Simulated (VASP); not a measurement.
# H8CO6: single point with PBE+D3(BJ)

Crystal: H8CO6.

```xyz
15
Lattice="5.2991 0.0000 0.0000 0.0000 5.2991 0.0000 0.0000 0.0000 5.2991" Properties=species:S:1:pos:R:3 pbc="T T T"
O     5.0223    2.8451    2.0570
O     3.7284    4.8040    2.7745
O     1.8601    3.9377    0.7603
O     5.0281    0.6652    5.3859
O     1.9905    2.3439    4.0844
O     2.9787    1.7973    6.0367
H     5.8310    3.3986    1.9297
H     5.4026    1.9914    2.4046
H     2.7470    4.9688    2.8049
H     3.7558    3.8712    2.5344
H     2.5055    4.4464    1.1450
H     1.3475    4.6759    0.4390
H     4.9708    1.2049    6.1931
H     5.1603   -0.2022    5.7608
C     2.3915    1.9672    5.0419
```

The cell was built by a generator and needn't be a form met in nature.

```
Program             : VASP 6.6.1
Task                : single point
Functional          : PBE
Dispersion          : D3(BJ)
Potentials or basis : VASP PAW PBE potentials, release 64 (O, H, C)
Cutoff              : 520 eV
k mesh              : 1 × 1 × 1
Occupations         : fermi-dirac, width 0.02 eV
Spin                : no spin polarisation
```

* Pressure: 10.2 GPa
* Largest force: 9.241 eV/Å
* Band gap on the k mesh: 4.49 eV, direct
* Dispersion energy per atom: -0.045 eV

Forces on the atoms (eV/Å):
```
O    1.086 -1.561  0.268
O   -2.009  1.352  0.063
O   -3.179 -0.838 -0.784
O    1.229 -0.029 -0.448
O   -3.776  1.992 -8.196
O   -0.571 -1.418  1.120
H   -0.048 -0.286 -0.141
H   -0.503  1.047  0.164
H    1.132  0.293  0.435
H    0.707 -1.041  0.092
H    3.962  1.851  2.058
H   -0.908  0.640 -1.054
H   -0.336  0.537 -0.176
H   -0.676 -1.097  0.170
C    3.891 -1.440  6.430
```

Stress tensor (GPa, compression positive):
```
 7.99 -3.37  5.41
-3.37  9.24 -0.26
 5.41 -0.26 13.40
```

Levels at points of the mesh, in eV from the valence-band top:
| k point | band 21 | band 22 | band 23 | band 24 | band 25 | band 26 | band 27 | band 28 |
| --- | --- | --- | --- | --- | --- | --- | --- | --- |
| (0.00, 0.00, 0.00) | -1.16 | -0.59 | -0.14 | 0.00 | 4.49 | 6.64 | 7.62 | 8.34 |

It took 12 s on 1 thread of Intel(R) Xeon(R) Platinum 8488C (Sapphire Rapids), with other jobs on the host, peak memory 0.24 GiB.

Caveat: the standard files for N, O and F lose accuracy on very short bonds. A hybrid or GW would open this gap; PBE tends to underestimate it.
